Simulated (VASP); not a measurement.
These are PBE GGA, VASP's PBE PAW potentials (set 64) (plane waves; VASP 6.6.1) values and carry that method's errors.

VASP input:

File POSCAR:
```
ZrO2
10.6707680
  0.4901492564   0.0000000000   0.0000000000
  0.0000000000   0.4971981398   0.0000000000
 -0.0831053585   0.0000000000   0.5000000000
Zr O
4 8
Cartesian
  0.2890296400   0.4762412382   0.3952000000
  0.1180142579   0.0209569016   0.1048000000
  0.0764615786   0.2276421683   0.3548000000
  0.3305823192   0.2695559715   0.1452000000
 -0.0362035646   0.0826790787   0.4219150000
  0.4432474625   0.4145190611   0.0780850000
  0.4016947832   0.3312781486   0.3280850000
  0.0053491146   0.1659199912   0.1719150000
  0.2681467408   0.1279887452   0.0107000000
  0.1388971571   0.3692093947   0.4893000000
  0.1804498363   0.3765878151   0.2393000000
  0.2265940616   0.1206103248   0.2607000000
```

**KPOINTS**
```
Automatic mesh
0
Gamma
  8 8 8
0 0 0
```

INCAR:
```
ALGO  =  Normal
EDIFF  =  1E-03
ENCUT  =  200
GGA  =  PE
ISIF  =  2
ISMEAR  =  0
LASPH  =  .TRUE.
LCHARG  =  .FALSE.
LMAXMIX  =  4
LREAL  =  .FALSE.
LWAVE  =  .FALSE.
NELM  =  100
PREC  =  Accurate
SIGMA  =  0.01
SYSTEM  =  ZrO2
```

POTCAR, in this order: Zr_sv O (PBE.64 set). Program: vasp_std.

Output

### OSZICAR
```
       N       E                     dE             d eps       ncg     rms          rms(c)
DAV:   1     0.498211659455E+03    0.49821E+03   -0.32367E+04 20292   0.855E+02
DAV:   2    -0.842515795729E+02   -0.58246E+03   -0.56323E+03 24078   0.309E+02
DAV:   3    -0.127813488863E+03   -0.43562E+02   -0.43385E+02 27215   0.716E+01
DAV:   4    -0.130535947865E+03   -0.27225E+01   -0.27205E+01 28960   0.160E+01
DAV:   5    -0.130597691035E+03   -0.61743E-01   -0.61736E-01 25208   0.219E+00    0.522E+01
DAV:   6    -0.120468757430E+03    0.10129E+02   -0.22972E+01 22500   0.239E+01    0.255E+01
DAV:   7    -0.119004995781E+03    0.14638E+01   -0.53406E+00 29848   0.936E+00    0.637E+00
DAV:   8    -0.118902858662E+03    0.10214E+00   -0.66732E-01 23628   0.334E+00    0.162E+00
DAV:   9    -0.118899171749E+03    0.36869E-02   -0.19293E-01 24008   0.156E+00    0.949E-01
DAV:  10    -0.118893110168E+03    0.60616E-02   -0.51771E-02 23358   0.106E+00    0.103E-01
DAV:  11    -0.118893416306E+03   -0.30614E-03   -0.26890E-03 17968   0.235E-01
   1 F= -.11889342E+03 E0= -.11889342E+03  d E =-.187969E-31
```

File OUTCAR:
```
------------------------ aborting loop because EDIFF is reached ----------------------------------------
  FORCE on cell =-STRESS in cart. coord.  units (eV):
  Direction    XX          YY          ZZ          XY          YZ          ZX
  --------------------------------------------------------------------------------------
  Total     -167.2128340   -167.5502141   -168.9939922      0.0000000      0.0000000     -0.8005104
  in kB    -1809.5280069  -1813.1790352  -1828.8031753      0.0000000      0.0000000     -8.6628872
  external PRESSURE =   -1817.1700725 kB  Pullay stress =       0.0000000 kB
  volume of cell :      148.05
      direct lattice vectors                 reciprocal lattice vectors
     5.230269000  0.000000000  0.000000000     0.191194755  0.000000000  0.031778617
     0.000000000  5.305486000  0.000000000     0.000000000  0.188484146  0.000000000
    -0.886798000  0.000000000  5.335384000     0.000000000  0.000000000  0.187427934
 POSITION                                       TOTAL-FORCE (eV/Angst)
 -----------------------------------------------------------------------------------
      3.08417      5.08186      4.21709        -0.303960     -0.115981      0.187608
      1.25930      0.22363      1.11830         0.303960      0.115981     -0.187608
      0.81590      2.42912      3.78599         0.303960     -0.115981     -0.187608
      3.52757      2.87637      1.54940        -0.303960      0.115981      0.187608
     -0.38632      0.88225      4.50216        -0.009067     -0.111278      0.313194
      4.72979      4.42324      0.83323         0.009067      0.111278     -0.313194
      4.28639      3.53499      3.50092         0.009067     -0.111278     -0.313194
      0.05708      1.77049      1.83447        -0.009067      0.111278      0.313194
      2.86133      1.36574      0.11418        -0.194165      0.060993      0.123481
      1.48214      3.93975      5.22121         0.194165     -0.060993     -0.123481
      1.92554      4.01848      2.55351         0.194165      0.060993     -0.123481
      2.41793      1.28700      2.78187        -0.194165     -0.060993      0.123481
 -----------------------------------------------------------------------------------
    total drift:                                0.000000     -0.000000      0.000000
  FREE ENERGIE OF THE ION-ELECTRON SYSTEM (eV)
  ---------------------------------------------------
  free  energy   TOTEN  =      -118.8934163058 eV

  energy  without entropy=     -118.8934163058  energy(sigma->0) =     -118.89341631
```
(Selected blocks of OUTCAR.)

At this cut-off the stress carries a Pulay error, which pulls relaxed volumes low.

The structure comes from a computed database's ZrO2 entry, a phase known from measurement. The cell was not relaxed at this level. The run is one of a series of settings (EDIFF = 1E-03, ENCUT = 200, KPOINTS 8×8×8 Γ-centred mesh against the base run), some of them coarse on purpose.
